## Question

A single layer of WS₂ is strained in its plane. In the rows "along x" and "along y" one axis changes length while the other is held; in the biaxial rows both change by the same percentage. The x axis runs along a lattice vector, the zigzag direction of the sheet, and y is the armchair direction at right angles to it. The energy change is counted per cell from the unstrained sheet. Sheet stress is force per width, positive in compression, so a stretched sheet has negative values; the pull used below is this stress with its sign reversed, so it is negative in compression.

Free-standing WS₂ monolayer (3 atoms per cell, in-plane lattice vectors 3.16 Å unstrained), computed with Ansatz 0.2.0: PBE with D3(BJ) dispersion, plane-wave PAW, scalar-relativistic, no spin polarisation, 420 eV cutoff, Γ-centred 12×12×1 k mesh. Atoms are relaxed at each strain; energies count from the unstrained cell, and stress is positive in compression.

| strain kind | strain (%) | energy change (meV/cell) | sheet stress xx (N/m) | sheet stress yy (N/m) | gap on sampled points (eV) | thickness (Å) |
| --- | --- | --- | --- | --- | --- | --- |
| along x | -2 | 17.1 | 3.276 | 0.575 | 1.919 | 3.175 |
| along x | 2 | 15.8 | -2.822 | -0.631 | 1.779 | 3.129 |
| along x | 5 | ? | ? | ? | ? | ? |
| along y | -2 | 16.9 | 0.623 | 3.227 | 1.928 | 3.175 |
| along y | 2 | 15.9 | -0.592 | -2.860 | 1.780 | 3.129 |
| along y | 5 | 92.4 | -1.365 | -6.449 | 1.414 | 3.096 |
| biaxial | -4 | 170.5 | 8.617 | 8.617 | 1.740 | 3.246 |
| biaxial | -2 | 40.6 | 3.944 | 3.944 | 1.875 | 3.198 |
| biaxial | 2 | 38.2 | -3.380 | -3.380 | 1.524 | 3.108 |
| biaxial | 4 | 146.4 | -6.254 | -6.254 | 1.068 | 3.066 |
| biaxial | 7 | 422.9 | -9.776 | -9.776 | 0.510 | 3.010 |

(a) At 2 % strain, why does biaxial strain cost more than twice the energy of one-way strain?

(b) Forecast the row for 5 % stretch along x, with error bars. May the 5 % row along y simply be copied with its axes swapped?

## Model answer

**(a)** Stretching one axis makes the sheet pull along that axis and, more weakly, along the held one. The 2 % rows give a stiffness of about 152 N/m along the strain and 30 N/m across it. In a biaxial stretch each axis carries both contributions, and both axes do work. The energy ratio should then be $2(1+30/152)\approx 2.4$, and the computed energies, averaged over stretch and compression, give 2.4 as well.

**(b)** Any stretch along the axes can be split into a change of area and a change of shape. Let $e_x$ and $e_y$ be the strains along x and y. Their sum measures the area change, and their difference $D=e_x-e_y$ measures the shape change. Two limiting cases show where the direction of the stretch can matter.

The first limit is pure area change, $D=0$. No direction is singled out, so the stresses along x and y must be equal. The biaxial rows obey this, but they are no test of it, since the calculation keeps the symmetry. The second limit is very small strain. There the threefold symmetry of the lattice makes the elastic response the same in all directions of the plane, so x and y must agree.

A difference between x and y therefore needs a shape change and a strain that is not tiny. Swapping the axes turns $D$ into $-D$, so only odd powers of $D$ can tell x from y. The first power is ruled out, because it would average to zero over the three equivalent directions of the lattice. The cube survives, so the lowest direction-dependent term in the energy per area is $A D^3$, with $A$ a constant of the material.

The pull is the derivative of this energy with respect to strain. For a stretch $e$ along x, the term adds $3Ae^2$ to the pull along the stretch and takes the same amount from the pull across it. For a stretch along y both signs are reversed. The x and y rows should thus differ by equal and opposite amounts along and across the strain, and the difference should grow as the square of the strain.

The 2 % rows show this pattern. At +2 % the x row pulls 0.038 N/m less along the strain than the y row, and 0.039 N/m more across it. At −2 % the differences have the same signs, as a square law requires, with sizes of 0.049 and 0.048 N/m. The sheet is slightly softer against stretching along x.

The forecast takes the 5 % row along y, swaps its axes and adds the difference seen at +2 %, enlarged by $(5/2)^2=6.25$. For the pull along x this gives

$$6.449-6.25\times0.038\approx 6.21\ \text{N/m}.$$

The pull across the stretch rises in the same way, from 1.365 to 1.61 N/m.

The energy follows from the work done. A difference in pull that grows as strain squared does one third of the work that its final value would do over the whole stretch. That is $0.24\times0.05/3\approx0.004$ J/m², or about 2 meV on a cell of roughly 8.6 Å². The energy along x should lie that much below the 92.4 meV found along y.

The gap and the thickness need a separate argument. In the 5 % row along y the calculation finds the highest filled state at Γ and the lowest empty one at K, two points of reciprocal space that share the threefold symmetry of the unstrained lattice. Each edge is a single state, not a degenerate pair that a change of shape could split. To first order its energy can therefore respond only to the change of area, and the same holds for the thickness. The 5 % row along y supports this: its gap is 1.414 eV, while a biaxial sheet of the same area, interpolated between the rows at 2 and 4 %, has 1.417 eV. Both quantities are therefore copied from the y row.

The forecasts for 5 % along x are:

- pull along x: 6.21 ± 0.08 N/m
- pull along y: 1.61 ± 0.08 N/m
- energy change: 90.3 ± 1.0 meV per cell
- gap on sampled points: 1.41 ± 0.03 eV
- thickness: 3.096 ± 0.004 Å

The error bars are judgements. Those on the pulls allow for a direction term that changes with strain, since it is already weaker at +2 % than at −2 %. The bar on the gap allows for band edges that drift away from the sampled points when the lattice loses its threefold symmetry.

The withheld rows as computed:

| strain kind | strain (%) | energy change (meV/cell) | sheet stress xx (N/m) | sheet stress yy (N/m) | gap on sampled points (eV) | thickness (Å) |
| --- | --- | --- | --- | --- | --- | --- |
| along x | 5 | 90.5 | -6.270 | -1.603 | 1.414 | 3.096 |

## Remarks on the reasoning

All five values fall within their bars. The forecast pull along x is 0.06 N/m too low, about 1 % of the computed value, and the pull across is right to 0.01 N/m. The energy is 0.2 meV too low. Gap and thickness agree to the last printed digit.

Was the direction term worth its trouble? A plain swap of axes would have missed the pull along x by 0.18 N/m and the pull across by 0.24 N/m. It would also have put the energy 1.9 meV too high. For a rough design the swap is good enough, since its error in the main pull is only about 3 %. For the transverse pull, which is small to begin with, the error is about 15 %.

The forecast did less well on the direction effect itself. Along the stretch, the computed difference between x and y is 0.18 N/m, where the square law gave 0.24 N/m, a third too much. The weakening between −2 and +2 % had pointed this way: carried on as a part that grows with the cube of the strain, it would have removed most of the error. Across the stretch the square law held, and the same correction would have made the forecast worse. Symmetry demands equal and opposite differences only for the cubic energy term; higher terms may act unequally on the two pulls, and these rows are too few to determine them.

The exact hit on the gap calls for more caution. Both 5 % rows use the same mesh, so they may miss a drifting band edge in a similar way, and their agreement does not test for that. The calculation has no spin–orbit coupling, which is expected to raise the highest filled state at K by roughly 0.2 eV and to leave the one at Γ almost unmoved. In both 5 % rows the state at K lies only about 0.18 eV below the edge at Γ, so the valence edge could move to K. PBE also underestimates the gap for adding or removing an electron. The comparison of stretched sheets of equal area is therefore safer than the gap values themselves or their change with strain.

The split into area and shape also answers a practical question: which stretch lowers the gap at the least cost in energy? A one-way stretch of 5 % changes the area about as much as a biaxial one of 2.5 %, and lowers the gap about as far. Scaled from the 2 % row, that biaxial stretch costs about $38.2\times(2.5/2)^2\approx60$ meV per cell, against some 90 meV for either one-way stretch. The extra energy goes into changing the shape, to which the gap hardly responds.

This rule has a limit on the compressed side. The biaxial gap is 1.875 eV at −2 % but only 1.740 eV at −4 %, so compression does not simply undo the effect of tension. In the compressed sheets the calculation finds the lowest empty state no longer at K but, on the sampled mesh, halfway between Γ and K. That point lacks threefold symmetry, so its energy can respond to a shape change at first order. The one-way rows at −2 % fit this. Their areas are equal, yet the lowest empty state lies in a different direction from Γ in each, although the two directions are equivalent in the unstrained sheet. The gap is 1.919 eV along x and 1.928 eV along y, while at +2 % the two gaps agree to 0.001 eV. The argument for copying the gap from one axis to the other then no longer holds.

The printed output below lists the stiffnesses, the differences between the x and y rows, and each forecast with its miss.

Numerical output:

```
stiffness along the strain, mean of x and y, from the 2 % rows (N/m): 152.3
stiffness across the strain, mean of x and y, from the 2 % rows (N/m): 30.26
sum of the two stiffnesses (N/m): 182.6
biaxial stiffness from the 2 % rows (N/m): 183.1
energy ratio biaxial to one-way, 2 % rows averaged over sign and axis: 2.399
the same ratio expected from the two stiffnesses: 2.397
pull along the strain, x row less y row, at +2 % (N/m): -0.038
pull across the strain, x row less y row, at +2 % (N/m): 0.039
pull along the strain, x row less y row, at -2 % (N/m): -0.049
pull across the strain, x row less y row, at -2 % (N/m): 0.048
forecast of pull along x at x +5 %, bar 0.08 (N/m): 6.212
computed pull along x at x +5 % (N/m): 6.27
miss, forecast less computed, pull along x (N/m): -0.0585
forecast of pull along y at x +5 %, bar 0.08 (N/m): 1.609
computed pull along y at x +5 % (N/m): 1.603
miss, forecast less computed, pull along y (N/m): 0.00575
forecast of energy at x +5 %, bar 1.0 (meV/cell): 90.26
computed energy at x +5 % (meV/cell): 90.5
miss, forecast less computed, energy (meV/cell): -0.2358
forecast of gap at x +5 %, bar 0.03 (eV): 1.414
computed gap at x +5 % (eV): 1.414
miss, forecast less computed, gap (eV): 0
forecast of thickness at x +5 %, bar 0.004 (angstrom): 3.096
computed thickness at x +5 % (angstrom): 3.096
miss, forecast less computed, thickness (angstrom): 0
miss of the plain swap of axes, pull along x (N/m): 0.179
miss of the plain swap of axes, pull along y (N/m): -0.238
miss of the plain swap of axes, energy (meV/cell): 1.9
gap of a biaxial sheet with the area of y +5 %, interpolated (eV): 1.417
thickness of a biaxial sheet with the area of y +5 %, interpolated (angstrom): 3.098
```
